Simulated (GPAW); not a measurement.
Crystal: AlNi.

```
CELL_PARAMETERS angstrom
2.88100 0.00000 0.00000
0.00000 2.88100 0.00000
0.00000 0.00000 2.88100
ATOMIC_POSITIONS crystal
Ni 0.50000 0.50000 0.50000
Al 0.00000 0.00000 0.00000
```

Program: GPAW 26.7.0. Alike in all runs: task band structure; potentials or basis PAW data sets generated in the run's folder for this functional, pw; spin collinear, ferromagnetic start; cell as given; k mesh 9 × 9 × 9; cutoff (eV) 600; smearing fermi-dirac 0.05 eV.

Question: Order these runs on this cell by their pressure, lowest first.
A. level PBEsol
B. level PBEsol+U; U Ni d U = 4 eV
C. level PBEsol+U; U Ni d U = 8 eV

Answer: C (-7.6 GPa), B (-5.1 GPa), A (-2.3 GPa).

Caveats: the stock nickel data set gives pressures a few GPa off other programs; the U is typed as a test and isn't derived for this compound (some runs).
